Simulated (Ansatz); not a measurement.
# CdO: the cost of one run

Program: Ansatz 0.2.0. Level of theory: DFT PBEsol, scalar-relativistic. These are calculated values, not measurements.

### Step 1. The structure to begin with

It takes space group Fm-3m (No. 225, cubic). Conventional cell: a = 4.696 Å, b = 4.696 Å, c = 4.696 Å, α = 90.00°, β = 90.00°, γ = 90.00°. Cd (site symmetry m-3m) has 6 O at 2.35 Å as nearest neighbours. Around O (site symmetry m-3m) lie 6 Cd at 2.35 Å.

Structure file:

```
CELL_PARAMETERS angstrom
0.00000 2.34815 2.34815
2.34815 0.00000 2.34815
2.34815 2.34815 0.00000
ATOMIC_POSITIONS crystal
Cd 0.00000 0.00000 0.00000
O 0.50000 0.50000 0.50000
```

Atoms are numbered in the order of the input: Cd1, O2.

### Step 2. The deformed structure

Space group Fm-3m before, I4/mmm after.

### Step 3. All-electron LAPW

The input, input.yaml:

```yaml
crystal:
  lattice:
    - [0.0, 2.3716315, 2.34815]
    - [2.3716315, 0.0, 2.34815]
    - [2.3716315, 2.3716315, 0.0]
  atoms:
    - { symbol: Cd, position: [0.0, 0.0, 0.0] }
    - { symbol: O, position: [0.5, 0.5, 0.5] }
kpoints:
  mp_grid: { grid: [11, 11, 11] }
  band_path:
    path:
      - [0.0, 0.0, 0.0]
      - [0.0, 0.5, 0.5]
      - [0.25, 0.75, 0.5]
      - [0.0, 0.5, 0.0]
      - [0.0, 0.0, 0.0]
      - [0.5, 0.5, 0.0]
      - [0.3775125, 0.6224875, 0.0]
      - [-0.3775125, 0.3775125, 0.0]
      - [0.0, 0.0, 0.0]
    npoints: 5
scf:
  occupations: { method: fermi_dirac, width: 0.02 }
hamiltonian:
  xc: pbesol
  pseudopotentials: { kind: all_electron, lapw: { basis_error: 0.0005 } }
output:
  forces: true
  stress: true
  eigenvalues: true
```

Command:

```bash
$ ansatz run input.yaml --threads 1 --pin off --max-ram 3072MiB --backend cpu --events-out ev --progress --plain --runs-dir out
```

What time and memory should one allow on 1 thread of Arm Neoverse V2, shared host?

About 25 s, with a peak of 0.51 GiB.
